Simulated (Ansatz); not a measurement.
# Au: the cost of one run

Computed with Ansatz 0.2.0 (DFT PBE, scalar-relativistic, plane waves, PAW, unless a step's input says otherwise).

4 further runs of the same task are left out: 1 that didn't finish, 3 set aside as unsound or not needed.

### 1 The structure to begin with

Symmetry: P6_3/mmc, No. 194, hexagonal system. The conventional cell has a = 2.917 Å, b = 2.917 Å, c = 4.889 Å, α = 90.00°, β = 90.00°, γ = 120.00°. Au (site symmetry -6m2) has 12 Au at 2.92 to 2.97 Å as nearest neighbours.

Coordinates:

```cif
data_structure
_symmetry_space_group_name_H-M 'P 1'
_symmetry_Int_Tables_number 1
_cell_length_a 2.9166
_cell_length_b 2.9166
_cell_length_c 4.8893
_cell_angle_alpha 90.000
_cell_angle_beta 90.000
_cell_angle_gamma 120.004
_cell_volume 36.02
loop_
_atom_site_label
_atom_site_type_symbol
_atom_site_fract_x
_atom_site_fract_y
_atom_site_fract_z
_atom_site_occupancy
Au1 Au 0.66664 0.33336 0.25000 1
Au2 Au 0.33336 0.66664 0.75000 1
```

It goes back to an entry of the Materials Project, which need not be the stable form.

This cell was relaxed beforehand with the same method: volume 18.01 Å³/atom, gap on the mesh none (metal).

### 2 Dielectric function

Input file input.yaml:

```yaml
crystal:
  lattice:
    - [1.4582280097, -2.5259136509, 0.0]
    - [1.4582280097, 2.5259136509, 0.0]
    - [0.0, 0.0, 4.8893443215]
  atoms:
    - { symbol: Au, position: [0.6666363786, 0.3333636214, 0.25] }
    - { symbol: Au, position: [0.3333636214, 0.6666363786, 0.75] }
basis:
  ecutwfc: 420
kpoints:
  mp_grid: { grid: [16, 16, 10] }
hamiltonian:
  xc: pbe
scf:
  occupations: { method: fermi_dirac, width: 0.15 }
  n_extra_bands: 12
output:
  eigenvalues: true
  optics: { e_range: [0, 14], sigma: 0.1, nscf_kmesh: { grid: [24, 24, 14] } }
checkpoint:
  read: start.run
  write: ck
  compress: false
  write_wavefunctions: false
  write_every: 100000
```

On the command line:

```console
ansatz run input.yaml --threads 1 --pin off --max-ram 3072MiB --backend cpu --events-out ev --progress --plain --runs-dir out
```

**Question.** How long does this run take on 1 thread of Intel Xeon Platinum 8488C (Sapphire Rapids), shared host, and how much memory does it need?

About 8.2 min, with a peak of 2.1 GiB.
